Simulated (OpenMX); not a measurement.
## As under changes of volume

One of the cells (21.530 Å³/atom); the others are scaled copies at fixed shape and fractional positions:

```
CELL_PARAMETERS angstrom
1.88080 1.08588 3.51406
-1.88080 1.08588 3.51406
0.00000 -2.17176 3.51406
ATOMIC_POSITIONS crystal
As 0.22600 0.22600 0.22600
As 0.77400 0.77400 0.77400
```

* Program: OpenMX 3.8.5
* Functional: LDA
* Potentials or basis: OpenMX 2013 LDA set, As7.0-s3p2d2, fixed grid of 42 × 42 × 42 points
* k mesh: 9 × 9 × 9
* Occupations: fermi-dirac, width 0.05 eV
* Spin: no spin polarisation

| volume (Å³/atom) | energy over the lowest point (meV/atom) | largest force (eV/Å) |
| --- | --- | --- |
| 20.239 | 34.59 | 1.568 |
| 20.669 | 18.45 | 1.313 |
| 21.100 | 7.72 | 1.180 |
| 21.530 | 1.78 | 1.051 |
| 21.961 | 0.00 | 0.816 |
| 22.392 | 2.30 | 0.711 |
| 22.822 | ? | ? |

Task: What does the run at 22.822 Å³/atom give?

Result: Energy over the lowest point 8.16 meV/atom; largest force 0.615 eV/Å.

Worked out: A Birch-Murnaghan fit of order 3 (a polynomial in V^(-2/3)) to the other rows has its minimum at 21.92 Å³/atom with B0 = V·E''(V) = 74 GPa and B' = 4.4 at fixed shape and positions, which overstates the stiffness. It gives 7.98 meV/atom at 22.822 Å³/atom, against the run's 8.16.

Energies are extrapolated to zero smearing.

Caveats: the basis has few d functions beyond the semicore shells, which can make volumes several per cent too large; the basis of atomic orbitals isn't converged, which shifts pressures, moduli and gaps; forces of over 1 eV/Å show positions far from the minimum, so gaps and moduli don't describe the material at rest (some runs).
